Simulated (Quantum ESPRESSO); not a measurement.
Slab: C, a slab with vacuum.

```
C
1.0
     2.45617    0.00000    0.00000
    -1.22809    2.12711    0.00000
     0.00000    0.00000    8.52380
C
2
Direct
  0.65630 0.33472 0.99940
  0.32410 0.66274 0.99900
```

The cell isn't the ideal one: atoms moved at random, drawn with an rms of 0.05 Å.

A run of Quantum ESPRESSO 7.5 on this cell left the log below. Logs are shortened: lines on timing, memory, paths and dates and some standing lists are left out, and cuts for length are marked.

```text
This program is part of the open-source Quantum ESPRESSO suite
     for quantum simulation of materials; please cite
         "P. Giannozzi et al., J. Phys.:Condens. Matter 21 395502 (2009);
         "P. Giannozzi et al., J. Phys.:Condens. Matter 29 465901 (2017);
         "P. Giannozzi et al., J. Chem. Phys. 152 154105 (2020);
     in publications or presentations arising from this work. More details at

     file C.pbe-n-kjpaw_psl.1.0.0.UPF: wavefunction(s)  2S 2P renormalized

     G-vector sticks info
     --------------------
     sticks:   dense  smooth     PW     G-vecs:    dense   smooth      PW
     Sum         649     313    109                46859    16457    2923

     Using Slab Decomposition

     bravais-lattice index     =            0
     lattice parameter (alat)  =       4.6415  a.u.
     unit-cell volume          =     300.5229 (a.u.)^3
     number of atoms/cell      =            2
     number of atomic types    =            1
     number of electrons       =         8.00
     number of Kohn-Sham states=            9
     kinetic-energy cutoff     =      55.0000  Ry
     charge density cutoff     =     440.0000  Ry
     scf convergence threshold =      4.0E-10
     mixing beta               =       0.5000
     number of iterations used =            8  plain     mixing
     Exchange-correlation= SLA  PW   PBX  PBC
                           (   1   4   3   4   0   0   0)

     celldm(1)=   4.641489  celldm(2)=   0.000000  celldm(3)=   0.000000
     celldm(4)=   0.000000  celldm(5)=   0.000000  celldm(6)=   0.000000

     crystal axes: (cart. coord. in units of alat)
               a(1) = (   1.000000   0.000000   0.000000 )
               a(2) = (  -0.500000   0.866025   0.000000 )
               a(3) = (   0.000000   0.000000   3.470364 )

     reciprocal axes: (cart. coord. in units 2 pi/alat)
               b(1) = (  1.000000  0.577350 -0.000000 )
               b(2) = (  0.000000  1.154701  0.000000 )
               b(3) = (  0.000000 -0.000000  0.288154 )

     PseudoPot. # 1 for C  read from file:
     C.pbe-n-kjpaw_psl.1.0.0.UPF
     Pseudo is Projector augmented-wave + core cor, Zval =  4.0
     Generated using "atomic" code by A. Dal Corso  v.5.1
     Shape of augmentation charge: PSQ
     Using radial grid of 1073 points,  4 beta functions with:
                l(1) =   0
                l(2) =   0
                l(3) =   1
                l(4) =   1
     Q(r) pseudized with 0 coefficients

     atomic species   valence    mass     pseudopotential
     C                 4.00    12.01100     C ( 1.00)

     No symmetry found

   Cartesian axes

     site n.     atom                  positions (alat units)
         1        C      tau(   1) = (   0.4889360   0.2898778  -0.0020718  )
         2        C      tau(   2) = (  -0.0072680   0.5739531  -0.0034842  )

     number of k points=   218  Fermi-Dirac smearing, width (Ry)=  0.0037

     Number of k-points >= 100: set verbosity='high' to print them.

     Dense  grid:    46859 G-vectors     FFT dimensions: (  32,  32, 108)

     Smooth grid:    16457 G-vectors     FFT dimensions: (  24,  24,  80)

     Initial potential from superposition of free atoms

     starting charge       7.9999, renormalised to       8.0000
     Starting wfcs are    8 randomized atomic wfcs +    1 random wfcs

     Self-consistent Calculation

     iteration #  1     ecut=    55.00 Ry     beta= 0.50
     Davidson diagonalization with overlap
     ethr =  1.00E-02,  avg # of iterations =  6.7

     total energy              =     -36.87641461 Ry
     estimated scf accuracy    <       0.20589109 Ry

     iteration #  2     ecut=    55.00 Ry     beta= 0.50
     Davidson diagonalization with overlap
     ethr =  2.57E-03,  avg # of iterations =  2.3

     negative rho (up, down):  6.251E-08 0.000E+00

     total energy              =     -36.88340247 Ry
     estimated scf accuracy    <       0.01822922 Ry

     iteration #  3     ecut=    55.00 Ry     beta= 0.50
     Davidson diagonalization with overlap
     ethr =  2.28E-04,  avg # of iterations =  4.9
[... 33 lines left out ...]
     iteration #  7     ecut=    55.00 Ry     beta= 0.50
     Davidson diagonalization with overlap
     ethr =  7.25E-09,  avg # of iterations =  1.8

     negative rho (up, down):  8.884E-07 0.000E+00

     total energy              =     -36.88637771 Ry
     estimated scf accuracy    <          3.7E-09 Ry

     iteration #  8     ecut=    55.00 Ry     beta= 0.50
     Davidson diagonalization with overlap
     ethr =  4.63E-11,  avg # of iterations =  2.8

     negative rho (up, down):  9.069E-07 0.000E+00

     End of self-consistent calculation

     Number of k-points >= 100: set verbosity='high' to print the bands.

     the Fermi energy is     0.2567 ev

!    total energy              =     -36.88637772 Ry
     total all-electron energy =      -152.414573 Ry
     estimated scf accuracy    <          2.6E-10 Ry
     smearing contrib. (-TS)   =      -0.00007560 Ry
     internal energy E=F+TS    =     -36.88630212 Ry

     The total energy is F=E-TS. E is the sum of the following terms:
     one-electron contribution =     -71.28076822 Ry
     hartree contribution      =      37.83898646 Ry
     xc contribution           =      -9.29210848 Ry
     ewald contribution        =      18.18223750 Ry
     one-center paw contrib.   =     -12.33464938 Ry

     convergence has been achieved in   8 iterations

     negative rho (up, down):  9.069E-07 0.000E+00

     Forces acting on atoms (cartesian axes, Ry/au):

     atom    1 type  1   force =     0.01764325   -0.02081540   -0.00226621
     atom    2 type  1   force =    -0.01764325    0.02081540    0.00226621

     Total force =     0.038722     Total SCF correction =     0.000004

     Computing stress (Cartesian axis) and pressure

     negative rho (up, down):  9.069E-07 0.000E+00
          total   stress  (Ry/bohr**3)                   (kbar)     P=       14.63
   0.00016514  -0.00001165   0.00000039           24.29       -1.71        0.06
  -0.00001165   0.00013833  -0.00000045           -1.71       20.35       -0.07
   0.00000039  -0.00000045  -0.00000509            0.06       -0.07       -0.75

=------------------------------------------------------------------------------=
   JOB DONE.
=------------------------------------------------------------------------------=
```

Problem. What input gives this log?

Solution. Single point with PBE, no spin polarisation. The files as run (others can give the same):

pw.in
```
&CONTROL
  calculation = 'scf'
  prefix = 'pwscf'
  outdir = './tmp'
  pseudo_dir = './pseudo'
  tprnfor = .true.
  tstress = .true.
  disk_io = 'nowf'
/
&SYSTEM
  ibrav = 0
  nat = 2
  ntyp = 1
  ecutwfc = 55
  ecutrho = 440
  nbnd = 9
  occupations = 'smearing'
  smearing = 'fd'
  degauss = 0.00367493
/
&ELECTRONS
  conv_thr = 4d-10
  electron_maxstep = 120
  mixing_beta = 0.5
/
ATOMIC_SPECIES
C     12.0110 C.pbe-n-kjpaw_psl.1.0.0.UPF
CELL_PARAMETERS angstrom
   2.4561701622    0.0000000000    0.0000000000
  -1.2280850811    2.1271057565    0.0000000000
   0.0000000000    0.0000000000    8.5238033600
ATOMIC_POSITIONS crystal
C      0.6562970000    0.3347220000   -0.0005970000
C      0.3241040000    0.6627440000   -0.0010040000
K_POINTS automatic
12 12 3 0 0 0
```

Potentials or basis: SSSP 1.3 efficiency PBE.
Launch:
```console
$ OMP_NUM_THREADS=1 pw.x -in pw.in > pw.out
```
